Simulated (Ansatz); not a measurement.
# HfO2: the cost of one run

Method: DFT PBEsol, scalar-relativistic, plane waves, PAW, in Ansatz 0.2.0.

3 further runs of the same task are left out: 3 set aside as unsound or not needed. Runs told in other sessions of the task aren't counted.

**1. The system as given**

The structure is tetragonal, space group P4_2/mnm (No. 136). Conventional cell: a = 4.831 Å, b = 4.831 Å, c = 3.210 Å, α = 90.00°, β = 90.00°, γ = 90.00°. Around Hf (site symmetry mmm) lie 6 O at 2.08 to 2.09 Å. Around O (site symmetry m2m) lie 3 Hf at 2.08 to 2.09 Å.

Structure file:

```
CELL_PARAMETERS angstrom
4.83078 0.00000 0.00000
0.00000 4.83078 0.00000
0.00000 0.00000 3.21018
ATOMIC_POSITIONS crystal
Hf 0.00000 0.00000 0.00000
Hf 0.50000 0.50000 0.50000
O 0.19498 0.80502 0.50000
O 0.30502 0.30502 0.00000
O 0.69498 0.69498 0.00000
O 0.80502 0.19498 0.50000
```

It goes back to an entry of the Materials Project, which need not be the stable form.

This cell was relaxed beforehand with the same method: volume 12.49 Å³/atom, gap on the mesh 3.89 eV.

**2. What is varied**

The energy is mapped over two normal modes frozen in (zone-centre modes of the cell shown).

First coordinate, amplitude of mode 4 (92 cm⁻¹), largest displacement: 9 values from −0.199 Å. Second coordinate, amplitude of mode 5 (120 cm⁻¹), largest displacement: 9 values from −0.515 Å.

Nothing else is relaxed (the cell and all other modes fixed). Energies count from the relaxed high-symmetry cell. Points are written as (first, second).

The modes come from a phonon run on the reference cell, made beforehand.

The patterns, per unit of each coordinate (Å):

| atom | x1 | y1 | z1 | x2 | y2 | z2 |
| --- | --- | --- | --- | --- | --- | --- |
| Hf1 | 0.000 | 0.000 | 1.000 | 0.000 | 0.000 | 0.000 |
| Hf2 | 0.000 | 0.000 | -1.000 | 0.000 | 0.000 | 0.000 |
| O3 | 0.000 | 0.000 | 0.378 | 0.707 | 0.707 | 0.000 |
| O4 | 0.000 | 0.000 | -0.378 | -0.707 | 0.707 | 0.000 |
| O5 | 0.000 | 0.000 | -0.378 | 0.707 | -0.707 | 0.000 |
| O6 | 0.000 | 0.000 | 0.378 | -0.707 | -0.707 | 0.000 |

**3. Point (−0.199 Å, −0.129 Å)**

Contents of input.yaml:

```yaml
crystal:
  lattice:
    - [4.8307835077, 0.0, 0.0]
    - [0.0, 4.8307835077, 0.0]
    - [0.0, 0.0, 3.2101828971]
  atoms:
    - { symbol: Hf, position: [0.0, 0.0, -0.0619902374] }
    - { symbol: Hf, position: [0.5, 0.5, 0.5619902374] }
    - { symbol: O, position: [0.1761297406, 0.7861640144, 0.4765930888] }
    - { symbol: O, position: [0.3238702594, 0.2861640144, 0.0234069112] }
    - { symbol: O, position: [0.6761297406, 0.7138359856, 0.0234069112] }
    - { symbol: O, position: [0.8238702594, 0.2138359856, 0.4765930888] }
basis:
  ecutwfc: 520.0
kpoints:
  mp_grid: { grid: [6, 6, 8] }
hamiltonian:
  xc: pbesol
  pseudopotentials: { kind: paw, azcp: { folder: soft_1 } }
scf:
  occupations: { method: gaussian, width: 0.05 }
output:
  forces: true
  stress: true
  eigenvalues: true
```

On the command line:

```
$ ansatz run input.yaml --threads 2 --pin off --max-ram 4096MiB --backend cpu --events-out ev --progress --plain --runs-dir out
```

**Question.** How long does this run take on 2 threads of Arm Neoverse N1, shared host, and how much memory does it need?

About 38 s, with a peak of 0.51 GiB.
